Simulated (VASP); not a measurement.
# Ir (P6_3/mmc) in VASP: single point with HSE06

Aim: the single point of Ir with HSE06.

Everything below comes from runs of VASP 6.6.1. Logs are shortened: lines on timing, memory, paths and dates and some standing lists are left out, and cuts for length are marked.

## (1) The crystal as given

It takes space group P6_3/mmc (No. 194, hexagonal). The conventional cell has a = 2.721 Å, b = 2.721 Å, c = 4.412 Å, α = 90.00°, β = 90.00°, γ = 120.00°. Ir (site symmetry -6m2) has 12 Ir at 2.71 to 2.72 Å as nearest neighbours.

This isn't the form of Ir at room conditions, which is fcc.

## (2) Single point, HSE06

POSCAR reads:

```
Ir
1.0
    2.7214100000      0.0000000000      0.0000000000
   -1.3607100000      2.3568100000      0.0000000000
    0.0000000000      0.0000000000      4.4120300000
Ir
2
Direct
    0.3333300000      0.6666700000      0.2500000000
    0.6666700000      0.3333300000      0.7500000000
```

INCAR.step1 reads:

```
  PREC = Accurate
  ENCUT = 520
  EDIFF = 1E-5
  ISMEAR = 0
  SIGMA = 0.1
  LREAL = F
  LASPH = T
  NELM = 100
  ALGO = Normal
  ISIF = 2
  LWAVE = T
  GGA = PE
```

INCAR.step2 reads:

```
  PREC = Accurate
  ENCUT = 520
  EDIFF = 1E-7
  ISMEAR = 0
  SIGMA = 0.1
  LREAL = F
  LASPH = T
  NELM = 100
  ALGO = Normal
  ISIF = 2
  LWAVE = F
  LCHARG = T
  GGA = PE
  LHFCALC = T
  HFSCREEN = 0.2
  PRECFOCK = Fast
  LELF = T
  LVHAR = T
  ISTART = 1
```

KPOINTS reads:

```
Automatic mesh
0
Gamma
  9 9 4
```

Potentials or basis: VASP PAW PBE potentials, release 64 (Ir).

Run with:

```sh
cat potpaw_PBE.64/Ir/POTCAR > POTCAR
cp INCAR.step1 INCAR
mpirun -np 1 vasp_std > vasp.out
cp INCAR.step2 INCAR
mpirun -np 1 vasp_std > vasp.out
```

OUTCAR:

```text
PREC = Accurate
   ENCUT = 520
   EDIFF = 1E-7
   ISMEAR = 0
   LREAL = F
   LASPH = T
   NELM = 100
   ISIF = 2
   GGA = PE
   LHFCALC = T
   HFSCREEN = 0.2
   PRECFOCK = Fast
   ISTART = 1

 ion  position               nearest neighbor table
   1  0.333  0.667  0.250-   2 2.71   2 2.71   2 2.71   2 2.71   2 2.71   2 2.71
   2  0.667  0.333  0.750-   1 2.71   1 2.71   1 2.71   1 2.71   1 2.71   1 2.71

  LATTYP: Found a hexagonal cell.
 ALAT       =     2.7214100000
 C/A-ratio  =     1.6212294362

  Lattice vectors:

 A1 = (   2.7214100000,   0.0000000000,   0.0000000000)
 A2 = (  -1.3607100000,   2.3568100000,   0.0000000000)
 A3 = (   0.0000000000,   0.0000000000,   4.4120300000)

Analysis of symmetry for initial positions (statically):
=====================================================================
 Subroutine PRICEL returns:
 Original cell was already a primitive cell.

 Routine SETGRP: Setting up the symmetry group for a
 hexagonal supercell.

 Subroutine GETGRP returns: Found  8 space group operations
 (whereof  4 operations were pure point group operations)
 out of a pool of 24 trial point group operations.

The static configuration has the point symmetry C_2h.
 The point group associated with its full space group is D_2h.

Analysis of symmetry for dynamics (positions and initial velocities):
=====================================================================
 Subroutine PRICEL returns:
 Original cell was already a primitive cell.

 Routine SETGRP: Setting up the symmetry group for a
 hexagonal supercell.

 Subroutine GETGRP returns: Found  8 space group operations
 (whereof  4 operations were pure point group operations)
 out of a pool of 24 trial point group operations.

The dynamic configuration has the point symmetry C_2h.
 The point group associated with its full space group is D_2h.

 Subroutine INISYM returns: Found  8 space group operations
 (whereof  4 operations are pure point group operations),
 and found     1 'primitive' translations

----------------------------------------------------------------------------------------

                                     Primitive cell

  volume of cell :      28.2981

  direct lattice vectors                    reciprocal lattice vectors
     2.721410000  0.000000000  0.000000000     0.367456576  0.212151950  0.000000000
    -1.360710000  2.356810000  0.000000000     0.000000000  0.424302341  0.000000000
     0.000000000  0.000000000  4.412030000     0.000000000  0.000000000  0.226653037

  length of vectors
     2.721410000  2.721412332  4.412030000     0.424302704  0.424302341  0.226653037

  position of ions in fractional coordinates (direct lattice)
     0.333330000  0.666670000  0.250000000
     0.666670000  0.333330000  0.750000000

  ion indices of the primitive-cell ions
   primitive index   ion index
                 1           1
                 2           2

----------------------------------------------------------------------------------------

 KPOINTS: Automatic mesh

Automatic generation of k-mesh.
 Grid dimensions read from file:
 generate k-points for:    9    9    4

 Generating k-lattice:

  Cartesian coordinates                     Fractional coordinates (reciprocal lattice)
     0.040828508  0.023572439  0.000000000     0.111111111  0.000000000  0.000000000
     0.000000000  0.047144705  0.000000000     0.000000000  0.111111111  0.000000000
     0.000000000  0.000000000  0.056663259     0.000000000  0.000000000  0.250000000

  Length of vectors
     0.047144745  0.047144705  0.056663259

  Shift w.r.t. Gamma in fractional coordinates (k-lattice)
     0.000000000  0.000000000  0.000000000

 Subroutine IBZKPT returns following result:
 ===========================================

 Found     75 irreducible k-points:

 Following reciprocal coordinates:
            Coordinates               Weight
  0.000000  0.000000  0.000000      1.000000
  0.111111  0.000000  0.000000      4.000000
 -0.111111  0.111111  0.000000      2.000000
  0.222222  0.000000  0.000000      4.000000
 -0.222222  0.222222  0.000000      2.000000
  0.333333  0.000000  0.000000      4.000000
[... 16 lines left out ...]
 -0.222222 -0.444444  0.000000      4.000000
  0.444444  0.333333  0.000000      4.000000
 [... further k-points ...]
   k-points           NKPTS =     75   k-points in BZ     NKDIM =    324   number of bands    NBANDS=     13
   number of dos      NEDOS =    301   number of ions     NIONS =      2
   total plane-waves  NPLWV =  14400
   dimension x,y,z NGX =    20 NGY =   20 NGZ =   36
   dimension x,y,z NGXF=    40 NGYF=   40 NGZF=   72
   ions per type =               2
   NGX,Y,Z   is equivalent  to a cutoff of  12.22, 12.22, 13.56 a.u.
   NGXF,Y,Z  is equivalent  to a cutoff of  24.44, 24.44, 27.13 a.u.
 SYSTEM =  unknown system
   PREC   = accura    normal or accurate (medium, high low for compatibility)
   ISTART =      1    job   : 0-new  1-cont  2-samecut
   ICHARG =      0    charge: 1-file 2-atom 10-const
   ISPIN  =      1    spin polarized calculation?
   LNONCOLLINEAR =      F non collinear calculations
   LSORBIT =      F    spin-orbit coupling
   LASPH  =      T    aspherical Exc in radial PAW
   ENCUT  =  520.0 eV  38.22 Ry    6.18 a.u.   5.06  5.06  8.20*2*pi/ulx,y,z
   NELM   =    100;   NELMIN=  2; NELMDL=  0     # of ELM steps
   EDIFF  = 0.1E-06   stopping-criterion for ELM
   LREAL  =      F    real-space projection
   EDIFFG = 0.1E-05   stopping-criterion for IOM
   NSW    =      0    number of steps for IOM
   IBRION =     -1    ionic relax: 0-MD 1-quasi-New 2-CG
   NFREE  =      0    steps in history (QN), initial steepest desc. (CG)
   ISIF   =      2    stress and relaxation
   ISYM   =      3    0-nonsym 1-usesym 2-fastsym
   POTIM  = 0.5000    time-step for ionic-motion
   TEBEG  =    0.0;   TEEND  =   0.0 temperature during run
   PSTRESS=    0.0 pullay stress
   NELECT =      18.0000    total number of electrons
   NUPDOWN=      -1.0000    fix difference up-down
   EMIN   =  10.00;   EMAX   =-10.00  energy-range for DOS
   EFERMI =   0.00;   METHOD = LEGACY
   ISMEAR =     0;   SIGMA  =   0.10  broadening in eV -4-tet -1-fermi 0-gaus
   EFERMI_NEDOS =   21; number of points for ismear=-14 and -15
   IALGO  =     38    algorithm
   IMIX   =      1    mixing-type and parameters
     AMIX     =   0.40;   BMIX     =  1.00
     AMIX_MAG =   1.60;   BMIX_MAG =  1.00
  volume/ion in A,a.u.               =      14.15        95.48
  Fermi-wavevector in a.u.,A,eV,Ry     =   1.407927  2.660595 26.970246  1.982257
  Thomas-Fermi vector in A             =   2.530136
   LORBIT       =      0    0 simple, 1 ext, 2 COOP (PROOUT), +10 PAW based schemes
   GGA     = PE    functional components
   LHFCALC =     T    Hartree Fock is set to
   PRECFOCK=fast      Normal, Fast or Accurate (Low or Medium for compatibility)
   ENCUT4O =  -1.0   cutoff for four orbital integrals eV
   NKREDX  =     1    reduce k-point grid by
   NKREDY  =     1    reduce k-point grid by
   NKREDZ  =     1    reduce k-point grid by
   AEXX    =    0.2500 exact exchange contribution
   HFSCREEN=    0.2000 screening length (either q_TF or 0.3 A-1)
   HFSCREENC=   0.2000 screening length for correlation (either q_TF or 0.3 A-1)
   ENCUTFOCK=  -1.0 apply spherical cutoff to Coloumb kernel
   IVDW    =     0    specifies the selected vdW correction
   LEPSILON=     F    determine dielectric tensor
   LRPA    =     F    only Hartree local field effects (RPA)
 non-spin polarized calculation
 Gauss-broadening in eV      SIGMA  =   0.10
  energy-cutoff  :      520.00
  volume of cell :       28.30
 maximum number of plane-waves:       780
  NGX = 12; NGY = 12; NGZ = 20

 number of electron      18.0000000 magnetization

 Free energy of the ion-electron system (eV)
  ---------------------------------------------------
  ext. energy  EPLUGINS =         0.00000000
  ---------------------------------------------------
  free energy    TOTEN  =       -20.24231914 eV

  energy without entropy =      -20.23900288  energy(sigma->0) =      -20.24066101

 E-fermi :  10.0346     XC(G=0): -11.3461

 val. band max:        9.8555503080   @ k =   0.3333   0.1111   0.2500
 cond. band min:      10.0989969065   @ k =   0.3333   0.3333   0.0000
 fundamental gap:      0.2434465985
 Fermi energy:        10.0346254728

 k-point     1 :       0.0000    0.0000    0.0000
  band No.  band energies     occupation
      1      -2.2125      2.00000
      2       0.9569      2.00000
      3       5.4611      2.00000
      4       5.5825      2.00000
      5       5.5826      2.00000
      6       6.2984      2.00000
      7       6.2985      2.00000
      8       7.1626      2.00000
      9       7.1628      2.00000
     10       9.2001      2.00000
     11      10.5764      0.00000
     12      10.5767      0.00000
     13      18.3346      0.00000

 k-point     2 :       0.1111    0.0000    0.0000
  band No.  band energies     occupation
      1      -1.6827      2.00000
      2       1.4106      2.00000
      3       4.8603      2.00000
      4       5.9640      2.00000
      5       6.0553      2.00000
      6       6.2175      2.00000
      7       6.4768      2.00000
      8       6.7420      2.00000
      9       6.8611      2.00000
     10       7.6140      2.00000
     11      10.7343      0.00000
     12      12.9799      0.00000
     13      18.2524      0.00000

 k-point     3 :      -0.1111    0.1111    0.0000
  band No.  band energies     occupation
      1      -1.6827      2.00000
      2       1.4106      2.00000
      3       4.8604      2.00000
      4       5.9640      2.00000
      5       6.0553      2.00000
      6       6.2174      2.00000
      7       6.4768      2.00000
      8       6.7421      2.00000
      9       6.8610      2.00000
     10       7.6140      2.00000
     11      10.7345      0.00000
     12      12.9797      0.00000
     13      18.2524      0.00000
[... 305 lines left out ...]
 k-point    23 :      -0.2222   -0.4444    0.0000
  band No.  band energies     occupation
      1       2.3741      2.00000
      2       2.8518      2.00000
      3       3.0178      2.00000
      4       4.6073      2.00000
      5       4.9728      2.00000
      6       5.7200      2.00000
      7       6.8789      2.00000
      8       9.5177      2.00000
      9      10.6276      0.00000
     10      10.8942      0.00000
     11      14.1826      0.00000
     12      16.4802      0.00000
     13      18.6074      0.00000

 k-point    24 :       0.4444    0.3333    0.0000
  band No.  band energies     occupation
      1       2.3741      2.00000
      2       2.8517      2.00000
      3       3.0178      2.00000
      4       4.6074      2.00000
      5       4.9728      2.00000
      6       5.7201      2.00000
      7       6.8789      2.00000
      8       9.5176      2.00000
      9      10.6276      0.00000
     10      10.8942      0.00000
     11      14.1826      0.00000
     12      16.4802      0.00000
     13      18.6074      0.00000

 [... further k-points ...]
[... 5 lines left out ...]
  --------------------------------------------------------------------------------------
  -------------------------------------------------------------------------------------
  Total       -0.2602574     -0.2617105     -0.2658874     -0.0012579      0.0000000      0.0000000
  in kB      -14.7352226    -14.8174937    -15.0539778     -0.0712193      0.0000000      0.0000000
  external PRESSURE =     -14.8688980 kB  Pullay stress =       0.0000000 kB

 VOLUME and BASIS-vectors are now :
 -----------------------------------------------------------------------------
  energy-cutoff  :      520.00
  volume of cell :       28.30
      direct lattice vectors                 reciprocal lattice vectors
     2.721410000  0.000000000  0.000000000     0.367456576  0.212151950  0.000000000
    -1.360710000  2.356810000  0.000000000     0.000000000  0.424302341  0.000000000
     0.000000000  0.000000000  4.412030000     0.000000000  0.000000000  0.226653037

 POSITION                                       TOTAL-FORCE (eV/Angst)
 -----------------------------------------------------------------------------------
     -0.00002      1.57121      1.10301         0.000193     -0.000111     -0.000000
      1.36072      0.78560      3.30902        -0.000193      0.000111      0.000000
 -----------------------------------------------------------------------------------
    total drift:                               -0.000000      0.000000      0.000000

  FREE ENERGIE OF THE ION-ELECTRON SYSTEM (eV)
  ---------------------------------------------------
  free  energy   TOTEN  =       -20.2423191365 eV

  energy  without entropy=      -20.2390028789  energy(sigma->0) =      -20.24066101
```

Wall time 64 min (1 thread of Intel Xeon 6975P-C (Granite Rapids), shared host); peak memory 0.28 GiB.

What came out:

| Property | Result |
| --- | --- |
| Free energy | -20.2423 eV |
| Pressure | -1.5 GPa |
| Band gap on the k mesh | none (metal or under the smearing width) |

Caveat: the PAW data sets were made with another functional, which shifts forces and pressure a little.
